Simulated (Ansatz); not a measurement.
# ZrO2, space group P4_2/nmc: cell relaxations under several functionals

With Ansatz's Python interface.

Run as a notebook:

```python
import ansatz as az
import numpy as np
```

```python
config = {
    "mesh": (6, 6, 4),
    "force_tol": 0.005,
}
```

```python
def edges_and_angles(cell):
    cell = np.asarray(cell)
    a, b, c = np.linalg.norm(cell, axis=1)
    cosines = cell[1] @ cell[2] / (b * c), cell[0] @ cell[2] / (a * c), cell[0] @ cell[1] / (a * b)
    return (a, b, c, *np.degrees(np.arccos(cosines)))
```

```python
lattice = az.Lattice.of(
    (3.5961, 0.0, 0.0),
    (0.0, 3.5961, 0.0),
    (0.0, 0.0, 5.177),
)
sites = [
    ("Zr", (0.0, 0.0, 0.0)),
    ("Zr", (0.5, 0.5, 0.5)),
    ("O", (0.0, 0.5, 0.203)),
    ("O", (0.0, 0.5, 0.703)),
    ("O", (0.5, 0.0, 0.297)),
    ("O", (0.5, 0.0, 0.797)),
]
crystal = az.Crystal(lattice=lattice)
for symbol, position in sites:
    crystal = crystal.atom(symbol, position)
```

```python
[site.symbol for site in crystal.resolved().sites]
```

    ['Zr', 'Zr', 'O', 'O', 'O', 'O']

```python
model = (
    crystal.calculation()
    .kpoints(mesh=config["mesh"], center="gamma")
    .occupations(az.OccupationsMethod.FIXED)
    .relax(cell=True, force_tolerance=config["force_tol"])
)
```

```python
levels = [("pbe", "d4"), ("r2scan", "none"), ("r2scan", "rvv10"), ("revpbe", "d3bj")]
print("level            a       b       c    alpha   beta  gamma  V/atom  steps")
for name, dispersion in levels:
    seen = []
    run = model.functional(name, dispersion=dispersion).session().plan()
    res = run.execute(on_event=lambda e: seen.append(e) if e["event"] == "relax_step" else None)
    cell = res.lattice.cell_ang
    label = name if dispersion == "none" else f"{name}+{dispersion}"
    print("{:13s} {:7.4f} {:7.4f} {:7.4f} {:6.2f} {:6.2f} {:6.2f}".format(label, *edges_and_angles(cell)), f"{abs(np.linalg.det(cell)) / len(res.lattice.sites):7.3f} {len(seen):5d}")
```

    level            a       b       c    alpha   beta  gamma  V/atom  steps
    DeckWarning: basis.ecutwfc = 420 eV, auto-derived from the records' recommended cutoffs: set by Zr (normal level)
    pbe+d4         3.6027  3.6027  5.2353  90.00  90.00  90.00  11.325     8
    DeckWarning: basis.ecutwfc = 500 eV, auto-derived from the records' recommended cutoffs: set by Zr (their level for a meta-GGA)
    r2scan         3.6015  3.6015  5.2282  90.00  90.00  90.00  11.302     6
    r2scan+rvv10   3.5938  3.5938  5.2027  90.00  90.00  90.00  11.199     7
    revpbe+d3bj    3.5995  3.5995  5.2215  90.00  90.00  90.00  11.275     9

From smallest to largest: r2SCAN+RVV10 (11.20 Å³ an atom, +0.4 % against the start), revPBE+D3BJ (11.28 Å³ an atom, +1.1 % against the start), r2SCAN (11.30 Å³ an atom, +1.3 % against the start) and PBE+D4 (11.33 Å³ an atom, +1.5 % against the start). The spread is 1.1 % in volume.

Caveats:
- No spin polarisation was allowed.
- This is a high-temperature or high-pressure form, not the ambient phase.
- The starting cell is as deposited in a crystallographic database; the results hold for this polymorph, which needn't be the stable one.
- Warnings are shown shortened and without file and line.
- It ran for 2.4 min on 1 thread of Arm Neoverse V2 (shared host), peak memory 0.66 GiB.
